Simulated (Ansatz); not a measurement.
Lead (hcp) across density functionals

All rows: Ansatz, plane waves with scalar-relativistic PAW, 420 eV (500 eV for the SCAN forms), relaxed under each functional, no dispersion correction, no zero-point motion. B₀ comes from uniform scaling at fixed shape; a dash is a value not given.

```tsv
functional	V (Å³/atom)	cell	B₀ (GPa)	magnetic state	ΔE to fcc (meV/atom)
PBE	31.88	a = 3.554 Å, c = 5.828 Å (c/a = 1.640)	40	spin not included	16
r²SCAN	30.98	a = 3.517 Å, c = 5.783 Å (c/a = 1.644)	44	spin not included	16
PBEsol	29.83	a = 3.476 Å, c = 5.701 Å (c/a = 1.640)	48	spin not included	12
LDA	28.86	a = 3.437 Å, c = 5.643 Å (c/a = 1.642)	51	spin not included	11
revPBE	32.81	a = 3.589 Å, c = 5.884 Å (c/a = 1.639)	37	spin not included	17
RPBE	33.19	a = 3.603 Å, c = 5.906 Å (c/a = 1.639)	35	spin not included	18
BLYP	34.78	a = 3.652 Å, c = 6.022 Å (c/a = 1.649)	31	spin not included	22
```

LDA gives the smallest volume and BLYP the largest.
